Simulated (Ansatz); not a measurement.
# CoSi2: the cost of one run

Computed with Ansatz 0.2.0 (DFT, PBE, plane-wave PAW, default files, scalar-relativistic, as far as a step names no other, unless a step's input says otherwise).

1 further run of the same task is left out (it didn't finish).

## 1. The starting structure

The structure is cubic, space group Fm-3m (No. 225). The conventional cell has a = 5.365 Å, b = 5.365 Å, c = 5.365 Å, α = 90.00°, β = 90.00°, γ = 90.00°. Co (site symmetry m-3m) is surrounded by 8 Si at 2.32 Å. Around Si (site symmetry -43m) lie 4 Co at 2.32 Å.

Structure file:

```xyz
3
Lattice="0.0000 2.6825 2.6825 2.6825 0.0000 2.6825 2.6825 2.6825 0.0000" Properties=species:S:1:pos:R:3 pbc="T T T"
Co    0.0000    0.0000    0.0000
Si    1.3413    1.3413    1.3413
Si    4.0237    4.0237    4.0237
```

The earlier run gave: no gap over 0.1 eV on the mesh, largest force 0.000 eV/Å, pressure -0.5 GPa.

Site by site (atoms counted from 1):

| site | atoms | first shell | V_zz (10²¹ V/m²) | η | C_Q (MHz) |
| --- | --- | --- | --- | --- | --- |
| Co | 1 | 8 Si at 2.32 Å | 0.00 | – | 0 (⁵⁹Co) |
| Si | 2, 3 | 4 Co at 2.32 Å, 6 Si at 2.68 Å | 0.00 | – | – |

C_Q = eQV_zz/h, which is 24.18 MHz for Q = 1 b and V_zz = 10²¹ V/m²; η = (V_xx − V_yy)/V_zz. Nuclear quadrupole moments: year-2017 set (Pyykkö). A dash under C_Q marks elements without a common quadrupolar isotope.

## 2. Ions relaxed at fixed cell

input.yaml

```yaml
crystal:
  lattice:
    - [0.0, 2.6825, 2.6825]
    - [2.6825, 0.0, 2.6825]
    - [2.6825, 2.6825, 0.0]
  atoms:
    - { symbol: Co, position: [0.0, 0.0, 0.0], spin: 2.0 }
    - { symbol: Si, position: [0.25, 0.25, 0.25] }
    - { symbol: Si, position: [0.75, 0.75, 0.75] }
magnetization:
  spin_polarized: true
kpoints:
  mp_grid: { grid: [15, 15, 15] }
scf:
  occupations: { method: fermi_dirac, width: 0.05 }
hamiltonian:
  xc: pbe
  pseudopotentials: { kind: paw }
output:
  forces: true
  stress: true
  populations: true
  efg: { quadrupole_moments_barn: { Co: 0.42 }, contact_densities: true }
  write_density: true
  write_potential: true
  elf: true
  volumetric_format: npy
relax:
  f_tol: 0.02
  max_steps: 60
```

Launch:

```bash
> ansatz run input.yaml --threads 1 --pin off --max-ram 3072MiB --backend cpu --events-out ev --progress --plain --runs-dir out
```

What time and memory should one allow on 1 thread of Intel Xeon Platinum 8259CL at 2.50GHz (Skylake/Cascade Lake), shared host?

About 27 s, with a peak of 0.54 GiB.
